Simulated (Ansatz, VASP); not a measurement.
**Two plane-wave programs on SrTiO3 (Tausonite)**

File INCAR:

```
SYSTEM = SrTiO3
PREC = Accurate
ENCUT = 520
EDIFF = 1E-8
ISMEAR = 0
SIGMA = 0.01
LREAL = .False.
LASPH = .True.
NELM = 100
ALGO = Normal
ISIF = 2
LWAVE = .False.
LCHARG = .False.
GGA = PE
LEFG = .True.
NBANDS = 28
```

KPOINTS

```
Automatic mesh
0
Gamma
  8 8 8
  0 0 0
```

POSCAR

```
SrTiO3
1.0
    3.9364041143      0.0000000000      0.0000000000
    0.0000000000      3.9364041143      0.0000000000
    0.0000000000      0.0000000000      3.9364041143
Sr Ti O
1 1 3
Direct
    0.5000000000      0.5000000000      0.5000000000
    0.0000000000      0.0000000000      0.0000000000
    0.5000000000      0.0000000000      0.0000000000
    0.0000000000      0.5000000000      0.0000000000
    0.0000000000      0.0000000000      0.5000000000
```

Input for Ansatz:

```yaml
crystal:
  lattice:
    - [3.9364041143, 0.0, 0.0]
    - [0.0, 3.9364041143, 0.0]
    - [0.0, 0.0, 3.9364041143]
  atoms:
    - { symbol: Sr, position: [0.5, 0.5, 0.5] }
    - { symbol: Ti, position: [0.0, 0.0, 0.0] }
    - { symbol: O, position: [0.5, 0.0, 0.0] }
    - { symbol: O, position: [0.0, 0.5, 0.0] }
    - { symbol: O, position: [0.0, 0.0, 0.5] }
basis:
  ecutwfc: 420
kpoints:
  mp_grid: { grid: [8, 8, 8] }
hamiltonian:
  xc: pbe
scf:
  occupations: { method: fixed }
output:
  forces: true
  stress: true
  eigenvalues: true
  efg: {}
checkpoint:
  read: start.run
  write: ck
  compress: false
  write_wavefunctions: false
  write_every: 100000
```

Alike in both runs: task electric field gradients; functional PBE; k mesh 8 × 8 × 8; no spin polarisation.

|  | VASP | Ansatz |
| --- | --- | --- |
| version | VASP 6.6.1 | Ansatz 0.2.0 |
| potentials or method | VASP PAW PBE potentials, release 64 (Sr_sv, Ti_sv, O) | scalar-relativistic, plane waves, PAW |
| plane-wave cutoff (eV) | 520 | 420 |
| occupations | gaussian, width 0.01 eV | fixed |
| valence electrons in the cell | 40 | 40 |

|  | VASP | Ansatz | Ansatz less VASP |
| --- | --- | --- | --- |
| gap on the k mesh at the Fermi level (eV) | 1.81 | 1.84 | +0.031 |
| least direct gap on the mesh (eV) | 2.18 | 2.20 | +0.021 |
| pressure (GPa) | 0.6 | 0.0 | -0.61 |
| Vzz of the field gradient on the site that differs most (V/Å²) | 13.8 | 15.4 | +1.53 |

Ansatz warned: «gradients_without_spin_orbit».

A k mesh can miss the band edges. A hybrid or GW would open this gap; PBE tends to underestimate it.
